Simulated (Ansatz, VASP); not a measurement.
## One calculation of C, two programs

File INCAR:

```
PREC = Accurate ; ENCUT = 520
EDIFF = 1E-6 ; ISMEAR = -1
SIGMA = 0.02 ; LREAL = False
LASPH = True ; NELM = 100
ALGO = Normal ; ISIF = 2
LWAVE = False ; LCHARG = False
GGA = PE ; NBANDS = 16
```

File KPOINTS:

```
regular mesh
0
Gamma
  12 12 6
```

Contents of POSCAR:

```
C
1.0
    2.5031953718      0.0625798843      0.0000000000
   -1.1974019163      2.1365408404      0.0000000000
    0.0000000000      0.0000000000      4.1688692921
C
4
Direct
    0.3326927279      0.6670336182      0.0002920760
    0.6673072721      0.3329663818      0.5002920760
    0.3326927279      0.6670336182      0.3747079240
    0.6673072721      0.3329663818      0.8747079240
```

Input for Ansatz:

```yaml
crystal:
  lattice:
    - [2.5031953718, 0.0625798843, 0.0]
    - [-1.1974019163, 2.1365408404, 0.0]
    - [0.0, 0.0, 4.1688692921]
  atoms:
    - { symbol: C, position: [0.3326927279, 0.6670336182, 0.000292076] }
    - { symbol: C, position: [0.6673072721, 0.3329663818, 0.500292076] }
    - { symbol: C, position: [0.3326927279, 0.6670336182, 0.374707924] }
    - { symbol: C, position: [0.6673072721, 0.3329663818, 0.874707924] }
kpoints:
  mp_grid: { grid: [12, 12, 6] }
  band_path:
    path:
      - [0.0, 0.0, 0.0]
      - [0.5, 0.0, 0.0]
      - [0.3333333333, 0.3333333333, 0.0]
      - [0.0, 0.0, 0.5]
      - [0.5, 0.0, 0.5]
      - [0.3333333333, 0.3333333333, 0.5]
      - [0.333333, 0.338542, 0.0]
    npoints: 1
hamiltonian:
  xc: pbe
scf:
  occupations: { method: fermi_dirac, width: 0.02 }
  n_extra_bands: 5
output:
  forces: true
  stress: true
  eigenvalues: true
  write_density: true
  write_potential: true
  elf: true
  volumetric_format: npy
```

Change from the starting cell: shear_xy strain +5.0%.

Alike in both runs: task single point; functional PBE; k mesh 12 × 12 × 6; occupations fermi-dirac, width 0.02 eV; no spin polarisation.

|  | VASP | Ansatz |
| --- | --- | --- |
| version | VASP 6.6.1 | Ansatz 0.2.0 |
| potentials or method | VASP PAW PBE potentials, release 64 (C) | plane waves, PAW |
| plane-wave cutoff (eV) | 520 | 420 |
| valence electrons in the cell | 16 | 16 |

```tsv
	VASP	Ansatz	Ansatz less VASP
gap on the k mesh at the Fermi level (eV)	3.13	3.14	+0.014
pressure (GPa)	5.7	5.1	-0.69
largest component of the traceless stress (GPa)	27.81	27.70	-0.108
rms of the force components (eV/Å)	0.034	0.028	-0.0068
```

Atom by atom the forces differ by 0.007 eV/Å (rms over components). With one functional, cell and mesh, what is left measures potentials, basis and numerics.
